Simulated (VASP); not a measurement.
# Ta in VASP: reference runs

Aim: a first look at Ta with PBE, on the cell as given.

Program: VASP 6.6.1. These are calculated values, not measurements. Logs are shortened: lines on timing, memory, paths and dates and some standing lists are left out, and cuts for length are marked.

**1. The cell of the first run**

The cell holds a slab with vacuum, 9 atoms: a = 2.860 Å, b = 4.671 Å, c = 25.786 Å, α = 90.00°, β = 90.00°, γ = 90.00°.

The slab is cut from a database's or a generator's crystal, which needn't be the stable form of the element.

**2. Single point, PBE (the (2 1 1) slab of Ta, cut from the database cell, not relaxed)**

INCAR

```
PREC     = Accurate       # precision mode
ENCUT    = 520            # plane-wave cutoff, eV
EDIFF    = 1E-7           # SCF threshold, eV
ISMEAR   = -1             # smearing method
SIGMA    = 0.05           # smearing width, eV
LREAL    = F              # projectors in reciprocal space
LASPH    = T              # aspherical terms in the spheres
NELM     = 100            # most SCF steps
ALGO     = Normal         # electronic algorithm
ISIF     = 2              # what is computed and relaxed
LWAVE    = F              # write WAVECAR
LCHARG   = F              # write CHGCAR
LDIPOL   = T            
IDIPOL   = 3            
DIPOL    = 0.5 0.5 0.500
GGA      = PE             # functional
NBANDS   = 60             # bands
```

KPOINTS

```
Automatic mesh
0
Gamma
  9 6 1
```

POSCAR

```
Ta
1.0
    2.8601008575      0.0000000000      0.0000000000
    0.0000000000      4.6705251426      0.0000000000
    0.0000000000      0.0000000000     25.7861157932
Ta
9
Direct
    0.3333333333      0.5000000000      0.2908541969
    0.6666666667      0.0000000000      0.3431406477
    0.0000000000      0.5000000000      0.3954270984
    0.3333333333      0.0000000000      0.4477135492
    0.6666666667      0.5000000000      0.5000000000
    0.0000000000      0.0000000000      0.5522864508
    0.3333333333      0.5000000000      0.6045729016
    0.6666666667      0.0000000000      0.6568593523
    0.0000000000      0.5000000000      0.7091458031
```

Potentials or basis: VASP PAW PBE potentials, release 64 (Ta_pv).

Command:

```sh
$ cat potpaw_PBE.64/Ta_pv/POTCAR > POTCAR
$ mpirun -np 1 vasp_std > vasp.out
```

OUTCAR:

```text
PREC = Accurate
   ENCUT = 520
   EDIFF = 1E-7
   ISMEAR = -1
   LREAL = F
   LASPH = T
   NELM = 100
   ISIF = 2
   GGA = PE

 ion  position               nearest neighbor table
   1  0.333  0.500  0.291-   3 2.86   2 2.86   2 2.86   3 3.30   2 3.30   2 3.30
   2  0.667  0.000  0.343-   4 2.86   3 2.86   3 2.86   1 2.86   1 2.86   4 3.30   3 3.30   3 3.30
                             1 3.30   1 3.30
   3  0.000  0.500  0.395-   1 2.86   2 2.86   2 2.86   4 2.86   4 2.86   5 2.86   1 3.30   2 3.30
                             2 3.30   4 3.30   4 3.30   5 3.30
   4  0.333  0.000  0.448-   2 2.86   3 2.86   3 2.86   5 2.86   5 2.86   6 2.86   2 3.30   5 3.30
                             5 3.30   3 3.30   3 3.30   6 3.30
   5  0.667  0.500  0.500-   6 2.86   6 2.86   4 2.86   4 2.86   3 2.86   7 2.86   4 3.30   4 3.30
                             6 3.30   6 3.30   7 3.30   3 3.30
   6  0.000  0.000  0.552-   8 2.86   5 2.86   5 2.86   7 2.86   7 2.86   4 2.86   8 3.30   5 3.30
                             5 3.30   7 3.30   7 3.30   4 3.30
   7  0.333  0.500  0.605-   9 2.86   8 2.86   8 2.86   6 2.86   6 2.86   5 2.86   9 3.30   8 3.30
                             8 3.30   6 3.30   6 3.30   5 3.30
   8  0.667  0.000  0.657-   6 2.86   7 2.86   7 2.86   9 2.86   9 2.86   6 3.30   7 3.30   7 3.30
                             9 3.30   9 3.30
   9  0.000  0.500  0.709-   7 2.86   8 2.86   8 2.86   7 3.30   8 3.30   8 3.30

  LATTYP: Found a simple orthorhombic cell.
 ALAT       =     2.8601008575
 B/A-ratio  =     1.6329931619
 C/A-ratio  =     9.0158064621

  Lattice vectors:

 A1 = (   2.8601008575,   0.0000000000,   0.0000000000)
 A2 = (   0.0000000000,   4.6705251426,   0.0000000000)
 A3 = (   0.0000000000,   0.0000000000,  25.7861157932)

Analysis of symmetry for initial positions (statically):
=====================================================================
 Subroutine PRICEL returns:
 Original cell was already a primitive cell.

 Routine SETGRP: Setting up the symmetry group for a
 simple orthorhombic supercell.

 Subroutine GETGRP returns: Found  4 space group operations
 (whereof  2 operations were pure point group operations)
 out of a pool of  8 trial point group operations.

The static configuration has the point symmetry C_1h.
 The point group associated with its full space group is C_2h.

Analysis of symmetry for dynamics (positions and initial velocities):
=====================================================================
 Subroutine PRICEL returns:
 Original cell was already a primitive cell.

 Routine SETGRP: Setting up the symmetry group for a
 simple orthorhombic supercell.

 Subroutine GETGRP returns: Found  4 space group operations
 (whereof  2 operations were pure point group operations)
 out of a pool of  8 trial point group operations.

The dynamic configuration has the point symmetry C_1h.
 The point group associated with its full space group is C_2h.

 Subroutine INISYM returns: Found  4 space group operations
 (whereof  2 operations are pure point group operations),
 and found     1 'primitive' translations

----------------------------------------------------------------------------------------

                                     Primitive cell

  volume of cell :     344.4554

  direct lattice vectors                    reciprocal lattice vectors
     2.860100857  0.000000000  0.000000000     0.349638020  0.000000000  0.000000000
     0.000000000  4.670525143  0.000000000     0.000000000  0.214108686  0.000000000
     0.000000000  0.000000000 25.786115793     0.000000000  0.000000000  0.038780560

  length of vectors
     2.860100857  4.670525143 25.786115793     0.349638020  0.214108686  0.038780560

  position of ions in fractional coordinates (direct lattice)
     0.333333333  0.500000000  0.290854197
     0.666666667  0.000000000  0.343140648
     0.000000000  0.500000000  0.395427098
     0.333333333  0.000000000  0.447713549
     0.666666667  0.500000000  0.500000000
     0.000000000  0.000000000  0.552286451
     0.333333333  0.500000000  0.604572902
     0.666666667  0.000000000  0.656859352
     0.000000000  0.500000000  0.709145803

  ion indices of the primitive-cell ions
   primitive index   ion index
                 1           1
                 2           2
                 3           3
                 4           4
                 5           5
                 6           6
                 7           7
                 8           8
                 9           9

----------------------------------------------------------------------------------------

 KPOINTS: Automatic mesh

Automatic generation of k-mesh.
 Grid dimensions read from file:
 generate k-points for:    9    6    1

 Generating k-lattice:

  Cartesian coordinates                     Fractional coordinates (reciprocal lattice)
     0.038848669  0.000000000  0.000000000     0.111111111  0.000000000  0.000000000
     0.000000000  0.035684781  0.000000000     0.000000000  0.166666667  0.000000000
     0.000000000  0.000000000  0.038780560     0.000000000  0.000000000  1.000000000

  Length of vectors
     0.038848669  0.035684781  0.038780560

  Shift w.r.t. Gamma in fractional coordinates (k-lattice)
     0.000000000  0.000000000  0.000000000

 Subroutine IBZKPT returns following result:
 ===========================================

 Found     20 irreducible k-points:

 Following reciprocal coordinates:
            Coordinates               Weight
  0.000000  0.000000  0.000000      1.000000
  0.111111  0.000000  0.000000      2.000000
  0.222222  0.000000  0.000000      2.000000
  0.333333  0.000000  0.000000      2.000000
  0.444444  0.000000  0.000000      2.000000
  0.000000  0.166667  0.000000      2.000000
[... 12 lines left out ...]
  0.333333  0.500000  0.000000      2.000000
  0.444444  0.500000  0.000000      2.000000
   k-points           NKPTS =     20   k-points in BZ     NKDIM =     20   number of bands    NBANDS=     60
   number of dos      NEDOS =    301   number of ions     NIONS =      9
   total plane-waves  NPLWV = 165888
   dimension x,y,z NGX =    24 NGY =   36 NGZ =  192
   dimension x,y,z NGXF=    48 NGYF=   72 NGZF=  384
   ions per type =               9
   NGX,Y,Z   is equivalent  to a cutoff of  13.95, 12.81, 12.38 a.u.
   NGXF,Y,Z  is equivalent  to a cutoff of  27.90, 25.63, 24.76 a.u.
 SYSTEM =  unknown system
   PREC   = accura    normal or accurate (medium, high low for compatibility)
   ISTART =      0    job   : 0-new  1-cont  2-samecut
   ICHARG =      2    charge: 1-file 2-atom 10-const
   ISPIN  =      1    spin polarized calculation?
   LNONCOLLINEAR =      F non collinear calculations
   LSORBIT =      F    spin-orbit coupling
   LASPH  =      T    aspherical Exc in radial PAW
   ENCUT  =  520.0 eV  38.22 Ry    6.18 a.u.   5.32  8.68 47.95*2*pi/ulx,y,z
   NELM   =    100;   NELMIN=  2; NELMDL= -5     # of ELM steps
   EDIFF  = 0.1E-06   stopping-criterion for ELM
   LREAL  =      F    real-space projection
   EDIFFG = 0.1E-05   stopping-criterion for IOM
   NSW    =      0    number of steps for IOM
   IBRION =     -1    ionic relax: 0-MD 1-quasi-New 2-CG
   NFREE  =      0    steps in history (QN), initial steepest desc. (CG)
   ISIF   =      2    stress and relaxation
   ISYM   =      2    0-nonsym 1-usesym 2-fastsym
   POTIM  = 0.5000    time-step for ionic-motion
   TEBEG  =    0.0;   TEEND  =   0.0 temperature during run
   PSTRESS=    0.0 pullay stress
   NELECT =      99.0000    total number of electrons
   NUPDOWN=      -1.0000    fix difference up-down
   EMIN   =  10.00;   EMAX   =-10.00  energy-range for DOS
   EFERMI =   0.00;   METHOD = LEGACY
   ISMEAR =    -1;   SIGMA  =   0.05  broadening in eV -4-tet -1-fermi 0-gaus
   EFERMI_NEDOS =   21; number of points for ismear=-14 and -15
   IALGO  =     38    algorithm
   IMIX   =      4    mixing-type and parameters
     AMIX     =   0.40;   BMIX     =  1.00
     AMIX_MAG =   1.60;   BMIX_MAG =  1.00
  volume/ion in A,a.u.               =      38.27       258.28
  Fermi-wavevector in a.u.,A,eV,Ry     =   1.080378  2.041618 15.880934  1.167216
  Thomas-Fermi vector in A             =   2.216367
   LORBIT       =      0    0 simple, 1 ext, 2 COOP (PROOUT), +10 PAW based schemes
   GGA     = PE    functional components
   LHFCALC =     F    Hartree Fock is set to
   AEXX    =    0.0000 exact exchange contribution
   IVDW    =     0    specifies the selected vdW correction
   LEPSILON=     F    determine dielectric tensor
   LRPA    =     F    only Hartree local field effects (RPA)
 non-spin polarized calculation
  energy-cutoff  :      520.00
  volume of cell :      344.46
 maximum number of plane-waves:      9334
 NGX is ok and might be reduce to    24
   NGX = 11   NGY = 17   NGZ = 95

 dipolmoment           0.000000      0.000000      0.000000 electrons x Angstroem

 number of electron      99.0000002 magnetization

 dipolmoment           0.000000      0.000000     -0.000000 electrons x Angstroem

 Free energy of the ion-electron system (eV)
  ---------------------------------------------------
  ext. energy  EPLUGINS =         0.00000000
  ---------------------------------------------------
  free energy    TOTEN  =      -101.59407217 eV

  energy without entropy =     -101.47820471  energy(sigma->0) =     -101.53613844

 E-fermi :   0.7689     XC(G=0):  -6.8609

 val. band max:        0.7686962831   @ k =   0.0000   0.0000   0.0000
 cond. band min:       0.7715411884   @ k =   0.1111   0.1667   0.0000
 fundamental gap:      0.0028449053
 Fermi energy:         0.7688620278

 k-point     1 :       0.0000    0.0000    0.0000
  band No.  band energies     occupation
      1     -33.7187      2.00000
      2     -33.7142      2.00000
      3     -33.6980      2.00000
      4     -33.6919      2.00000
      5     -33.4272      2.00000
      6     -33.3093      2.00000
[... 52 lines left out ...]
     59       3.2717      0.00000
     60       3.7476      0.00000

 k-point     2 :       0.1111    0.0000    0.0000
  band No.  band energies     occupation
      1     -33.6973      2.00000
      2     -33.6936      2.00000
      3     -33.6867      2.00000
      4     -33.6809      2.00000
      5     -33.4030      2.00000
      6     -33.3012      2.00000
[... 52 lines left out ...]
     59       2.7594      0.00000
     60       2.9764      0.00000

 k-point     3 :       0.2222    0.0000    0.0000
  band No.  band energies     occupation
      1     -33.6615      2.00000
      2     -33.6559      2.00000
      3     -33.6423      2.00000
      4     -33.6404      2.00000
      5     -33.3513      2.00000
      6     -33.3373      2.00000
[... 1060 lines left out ...]
     59       3.1974      0.00000
     60       3.3467      0.00000

 k-point    20 :       0.4444    0.5000    0.0000
  band No.  band energies     occupation
      1     -33.7768      2.00000
      2     -33.7753      2.00000
      3     -33.6499      2.00000
      4     -33.6436      2.00000
      5     -33.6393      2.00000
      6     -33.6324      2.00000
[... 52 lines left out ...]
     59       3.2377      0.00000
     60       3.3277      0.00000

------------------------ aborting loop because EDIFF is reached ----------------------------------------

 vacuum level on the upper side and lower side of the slab       (xc-potential included)        -0.119        -0.119

  FORCE on cell =-STRESS in cart. coord.  units (eV):
  Direction    XX          YY          ZZ          XY          YZ          ZX
  --------------------------------------------------------------------------------------
  -------------------------------------------------------------------------------------
  Total       -5.2400439     -4.1832921     -2.8975079      0.0000000      0.0000000      0.9622766
  in kB      -24.3731981    -19.4578917    -13.4772788      0.0000000      0.0000000      4.4758704
  external PRESSURE =     -19.1027896 kB  Pullay stress =       0.0000000 kB

 VOLUME and BASIS-vectors are now :
 -----------------------------------------------------------------------------
  energy-cutoff  :      520.00
  volume of cell :      344.46
      direct lattice vectors                 reciprocal lattice vectors
     2.860100857  0.000000000  0.000000000     0.349638020  0.000000000  0.000000000
     0.000000000  4.670525143  0.000000000     0.000000000  0.214108686  0.000000000
     0.000000000  0.000000000 25.786115793     0.000000000  0.000000000  0.038780560

 POSITION                                       TOTAL-FORCE (eV/Angst)
 -----------------------------------------------------------------------------------
      0.95337      2.33526      7.50000        -0.322532      0.000000      1.004539
      1.90673      0.00000      8.84826         0.349512      0.000000     -0.484515
      0.00000      2.33526     10.19653        -0.017797      0.000000     -0.823191
      0.95337      0.00000     11.54479        -0.079880      0.000000      0.136262
      1.90673      2.33526     12.89306         0.000000      0.000000      0.000000
      0.00000      0.00000     14.24132         0.079880      0.000000     -0.136262
      0.95337      2.33526     15.58959         0.017797      0.000000      0.823191
      1.90673      0.00000     16.93785        -0.349512      0.000000      0.484515
      0.00000      2.33526     18.28612         0.322532      0.000000     -1.004539
 -----------------------------------------------------------------------------------
    total drift:                               -0.000000      0.000000      0.000000

  FREE ENERGIE OF THE ION-ELECTRON SYSTEM (eV)
  ---------------------------------------------------
  free  energy   TOTEN  =      -101.5940721687 eV

  energy  without entropy=     -101.4782047072  energy(sigma->0) =     -101.53613844

 vacuum level on the upper side and lower side of the slab         4.373         4.373
```

It took 7.6 min on 1 thread of Intel Xeon 6975P-C (Granite Rapids), shared host; peak memory 0.59 GiB.

Results:

```yaml
Free_energy: -101.5941 eV
Largest_force: 1.055 eV/Å
Band_gap_on_the_k_mesh: none (metal or under the smearing width)
```

Forces on the atoms (eV/Å):
```
Ta  -0.323  0.000  1.005
Ta   0.350  0.000 -0.485
Ta  -0.018  0.000 -0.823
Ta  -0.080  0.000  0.136
Ta   0.000  0.000  0.000
Ta   0.080  0.000 -0.136
Ta   0.018  0.000  0.823
Ta  -0.350  0.000  0.485
Ta   0.323  0.000 -1.005
```

Spin-orbit coupling is left out, which matters for the levels of Ta.
